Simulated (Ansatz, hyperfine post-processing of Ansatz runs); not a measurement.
# Reading the 11B spectrum of Li3CrBPO7

Calculated values: DFT, r2SCAN, plane-wave PAW, default files (PAW set soft_2), collinear spin, scalar-relativistic (Ansatz), contact and point-dipole shifts scaled to 330 K with Θ = 0 K (a pure Curie law); spin-only moments, above the ordering temperature.

```xyz
26
Lattice="5.0499 0.0000 0.0000 0.0000 6.3895 0.0000 -0.8176 0.0000 8.3518" Properties=species:S:1:pos:R:3 pbc="T T T"
Cr    3.3342    1.5974    2.7012
Cr    0.8981    4.7921    5.6506
P     3.5310    4.7921    3.5146
P     0.7012    1.5974    4.8372
O     0.6193    4.7921    0.8861
O     2.6455    1.5974    0.7982
O     4.8482    1.5974    1.4861
O     3.1914    5.9936    2.5957
O     3.1914    3.5907    2.5957
O    -0.0200    4.7921    3.8737
O     1.5146    1.5974    3.5395
O     2.7177    4.7921    4.8123
O     4.2523    1.5974    4.4781
O     1.0409    2.7988    5.7561
O     1.0409    0.3959    5.7561
O    -0.6159    4.7921    6.8658
O     1.5868    4.7921    7.5536
O     3.6130    1.5974    7.4657
B     3.9817    1.5974    0.3843
B     0.2506    4.7921    7.9676
Li    3.6421    4.7921    0.7901
Li    1.0297    0.0316    1.9619
Li    1.0297    3.1632    1.9619
Li    3.2026    3.2263    6.3899
Li    3.2026    6.3579    6.3899
Li    0.5902    1.5974    7.5617
```

11B MAS at 7.05 T (96.3 MHz), 62.5 kHz, 330 K; contact and dipolar shift alone, no orbital or quadrupolar part; lines under 1.5 % of the strongest are left out. NMR lines, with heights relative to the strongest:

```tsv
position (ppm)	intensity
1512.5	4.7
2161.3	51
2810.2	100
3459.0	26
4107.9	15
4756.7	2.0
```

**Question.** Which lines are isotropic ones rather than spinning sidebands, and which B atoms give them?

Sidebands are spaced by 649 ppm (the spinning rate over the resonance of 96.3 MHz). An isotropic line need not be the tallest: it is the area-weighted centre of its own family of sidebands, and the one that stays put when the rate is changed. Isotropic shifts: 2810 ppm for atom 19 and the 1 atom equivalent to it (1 Cr through links of 87 to 91° (2)), reduced anisotropy 1401 ppm.

[Logs are printed without paths, hosts, clocks, repeated set-up lines and the standing remarks that a program may print on its own settings, such as how far it seeks lower states.]

[Hosts, paths, dates, database ids (printed as entryN), source tags and the programs' standing remarks are cut or masked in the printed files.]
